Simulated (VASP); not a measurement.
# Ti (P6_3/mmc) in VASP: notebook, part 2 of 2

VASP 6.6.1.

### 3 Relaxation of cell and atoms, PBEsol

This run uses another cell than the first one, of 16.68 Å³/atom, 0.946 times its volume.

File INCAR:

```
PREC     = Accurate       # precision mode
ENCUT    = 600            # plane-wave cutoff, eV
EDIFF    = 1E-7           # SCF threshold, eV
ISMEAR   = 1              # smearing method
SIGMA    = 0.1            # smearing width, eV
LREAL    = False          # projectors in reciprocal space
LASPH    = True           # aspherical terms in the spheres
NELM     = 80             # most SCF steps
ALGO     = Normal         # electronic algorithm
ISIF     = 3              # what is computed and relaxed
LWAVE    = False          # write WAVECAR
LCHARG   = False          # write CHGCAR
GGA      = PS             # functional
IBRION   = 2              # ionic algorithm
NSW      = 90             # ionic steps
EDIFFG   = -0.005         # ionic threshold
```

File KPOINTS:

```
Automatic mesh
0
Gamma
  15 15 8
```

File POSCAR:

```
Ti                                      
1.0
    2.9021000120      0.0000000000      0.0000000000
   -1.4510500060      2.5132923347      0.0000000000
    0.0000000000     -0.0000000000      4.5750142022
  Ti            
     2
Direct
     0.3333333332999970    0.6666666667000030    0.2500000000000000
     0.6666666667000030    0.3333333332999970    0.7500000000000000
```

Potentials or basis: VASP PAW PBE potentials, release 64 (Ti_sv).

Started as:

```
$ cat potpaw_PBE.64/Ti_sv/POTCAR > POTCAR
$ mpirun -np 1 vasp_std > vasp.out
```

OUTCAR:

```text
PREC = Accurate
   ENCUT = 600
   EDIFF = 1E-7
   ISMEAR = 1
   LREAL = False
   LASPH = True
   NELM = 80
   ISIF = 3
   GGA = PS
   IBRION = 2
   NSW = 90
   EDIFFG = -0.005

 ion  position               nearest neighbor table
   1  0.333  0.667  0.250-   2 2.84   2 2.84   2 2.84   2 2.84   2 2.84   2 2.84
   2  0.667  0.333  0.750-   1 2.84   1 2.84   1 2.84   1 2.84   1 2.84   1 2.84

  LATTYP: Found a hexagonal cell.
 ALAT       =     2.9021000120
 C/A-ratio  =     1.5764495308

  Lattice vectors:

 A1 = (   2.9021000120,   0.0000000000,   0.0000000000)
 A2 = (  -1.4510500060,   2.5132923347,   0.0000000000)
 A3 = (   0.0000000000,   0.0000000000,   4.5750142022)

Analysis of symmetry for initial positions (statically):
=====================================================================
 Subroutine PRICEL returns:
 Original cell was already a primitive cell.

 Routine SETGRP: Setting up the symmetry group for a
 hexagonal supercell.

 Subroutine GETGRP returns: Found 24 space group operations
 (whereof 12 operations were pure point group operations)
 out of a pool of 24 trial point group operations.

The static configuration has the point symmetry D_3d.
 The point group associated with its full space group is D_6h.

Analysis of symmetry for dynamics (positions and initial velocities):
=====================================================================
 Subroutine PRICEL returns:
 Original cell was already a primitive cell.

 Routine SETGRP: Setting up the symmetry group for a
 hexagonal supercell.

 Subroutine GETGRP returns: Found 24 space group operations
 (whereof 12 operations were pure point group operations)
 out of a pool of 24 trial point group operations.

The dynamic configuration has the point symmetry D_3d.
 The point group associated with its full space group is D_6h.

 Subroutine INISYM returns: Found 24 space group operations
 (whereof 12 operations are pure point group operations),
 and found     1 'primitive' translations
[... 117 lines left out ...]
  Fermi-wavevector in a.u.,A,eV,Ry     =   1.466772  2.771797 29.271851  2.151420
  Thomas-Fermi vector in A             =   2.582470
   LORBIT       =      0    0 simple, 1 ext, 2 COOP (PROOUT), +10 PAW based schemes
   GGA     = PS    functional components
   LHFCALC =     F    Hartree Fock is set to
   AEXX    =    0.0000 exact exchange contribution
   IVDW    =     0    specifies the selected vdW correction
   LEPSILON=     F    determine dielectric tensor
   LRPA    =     F    only Hartree local field effects (RPA)
 conjugate gradient relaxation of ions
 non-spin polarized calculation
 Methfessel and Paxton  Order N= 1 SIGMA  =   0.10
  energy-cutoff  :      600.00
  volume of cell :       33.37
 maximum number of plane-waves:      1134
 NGX is ok and might be reduce to    24
   NGX = 11   NGY = 11   NGZ = 19

 number of electron      23.9999997 magnetization

 Free energy of the ion-electron system (eV)
  ---------------------------------------------------
  ext. energy  EPLUGINS =         0.00000000
  ---------------------------------------------------
  free energy    TOTEN  =       -16.67819643 eV

  energy without entropy =      -16.67857745  energy(sigma->0) =      -16.67832344

 E-fermi :   8.6524     XC(G=0): -11.8287

 val. band max:        8.6523086051   @ k =   0.0000   0.0000   0.3750
 cond. band min:       8.6572340546   @ k =   0.0667   0.0000   0.2500
 fundamental gap:      0.0049254495
 Fermi energy:         8.6524135400

 k-point     1 :       0.0000    0.0000    0.0000
  band No.  band energies     occupation
      1     -47.9282      2.00000
      2     -47.7612      2.00000
      3     -24.6789      2.00000
      4     -23.9334      2.00000
      5     -23.9334      2.00000
      6     -23.8539      2.00000
[... 433 lines left out ...]
      3     -24.4184      2.00000
      4     -24.2769      2.00000
      5     -24.2677      2.00000
      6     -24.1917      2.00000
[... 8 lines left out ...]
     15      10.0512     -0.00000
     16      11.8520      0.00000

 [... further k-points ...]

------------------------ aborting loop because EDIFF is reached ----------------------------------------

  FORCE on cell =-STRESS in cart. coord.  units (eV):
  Direction    XX          YY          ZZ          XY          YZ          ZX
  --------------------------------------------------------------------------------------
  -------------------------------------------------------------------------------------
  Total       -0.0077144     -0.0077144      0.0068944      0.0000000      0.0000000      0.0000000
  in kB       -0.3703950     -0.3703950      0.3310246      0.0000000      0.0000000      0.0000000
  external PRESSURE =      -0.1365885 kB  Pullay stress =       0.0000000 kB

 VOLUME and BASIS-vectors are now :
 -----------------------------------------------------------------------------
  energy-cutoff  :      600.00
  volume of cell :       33.37
      direct lattice vectors                 reciprocal lattice vectors
     2.902100012  0.000000000  0.000000000     0.344578063  0.198942237  0.000000000
    -1.451050006  2.513292335  0.000000000     0.000000000  0.397884475  0.000000000
     0.000000000  0.000000000  4.575014202     0.000000000  0.000000000  0.218578556

 POSITION                                       TOTAL-FORCE (eV/Angst)
 -----------------------------------------------------------------------------------
     -0.00000      1.67553      1.14375        -0.000000     -0.000000      0.000000
      1.45105      0.83776      3.43126         0.000000      0.000000      0.000000
 -----------------------------------------------------------------------------------
    total drift:                               -0.000000      0.000000     -0.000000

  FREE ENERGIE OF THE ION-ELECTRON SYSTEM (eV)
  ---------------------------------------------------
  free  energy   TOTEN  =       -16.6781964305 eV

  energy  without entropy=      -16.6785774497  energy(sigma->0) =      -16.67832344

 reached required accuracy - stopping structural energy minimisation
```

CONTCAR:

```text
Ti
   1.00000000000000
     2.9021000120000000    0.0000000000000000    0.0000000000000000
    -1.4510500060000000    2.5132923347000000    0.0000000000000000
     0.0000000000000000    0.0000000000000000    4.5750142022000002
  Ti
     2
Direct
     0.3333333332999970    0.6666666667000030    0.2500000000000000
     0.6666666667000030    0.3333333332999970    0.7500000000000000

  0.00000000E+00  0.00000000E+00  0.00000000E+00
  0.00000000E+00  0.00000000E+00  0.00000000E+00
```

It took 41 s on 1 thread of Intel Xeon Platinum 8488C (Sapphire Rapids), shared host; peak memory 0.21 GiB.

What came out:

```
Free energy             : -16.6782 eV
Pressure after relaxing : 0.0 GPa
Band gap on the k mesh  : none (metal or under the smearing width)
```

Final structure:
```yaml
crystal:
  lattice:
    - [2.90210, 0.00000, 0.00000]
    - [-1.45105, 2.51329, 0.00000]
    - [0.00000, 0.00000, 4.57501]
  atoms:
    - { symbol: Ti, position: [0.33333, 0.66667, 0.25000] }
    - { symbol: Ti, position: [0.66667, 0.33333, 0.75000] }
```

Caveat: the relaxation stopped at its first step, so nothing moved; the PAW data sets were made with another functional, which shifts forces and pressure a little.
